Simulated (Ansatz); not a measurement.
This cell of LaAlO3 (R-3c-perovskite type, space group R-3c) is off equilibrium:

```
CELL_PARAMETERS angstrom
      2.71936     1.57002     4.42745
     -2.71936     1.57002     4.42745
      0.00000    -3.14005     4.42745
ATOMIC_POSITIONS crystal
  La 0.25000 0.25000 0.25000
  La 0.75000 0.75000 0.75000
  Al 0.00000 0.00000 0.00000
  Al 0.50000 0.50000 0.50000
  O  0.78604 0.71396 0.25000
  O  0.25000 0.78604 0.71396
  O  0.71396 0.25000 0.78604
  O  0.21396 0.28604 0.75000
  O  0.75000 0.21396 0.28604
  O  0.28604 0.75000 0.21396
```

Level of theory: r2SCAN (plane waves to 500 eV, PAW, scalar-relativistic; Ansatz, an electronic-structure program). k mesh 8×8×8 (Γ-centred), Fermi-Dirac smearing 0.05 eV. E stands for the smeared free energy. Stress and pressure are positive under compression. The relaxing atoms change the space group within the scan (R-3m at V/V₀ = 0.840), so nothing is fitted. LaAlO3 is run without spin polarisation. LaAlO3 was relaxed with its symmetry unable to fall.

### Question
Give the stress tensor in GPa and the pressure.

### Answer
```
   -7.2      0.0      0.0
    0.0     -7.2      0.0
    0.0      0.0     -7.4
```
The pressure, a third of the trace, is -7.2 GPa.

### Question
It is the relaxed cell scaled evenly to V/V₀ = 1.040, atoms relaxed where free. What is its energy relative to the relaxed cell?

### Answer
10.2 meV/atom.

(Under strain, the slope of the energy per volume gives the stress and its curvature an elastic modulus.)
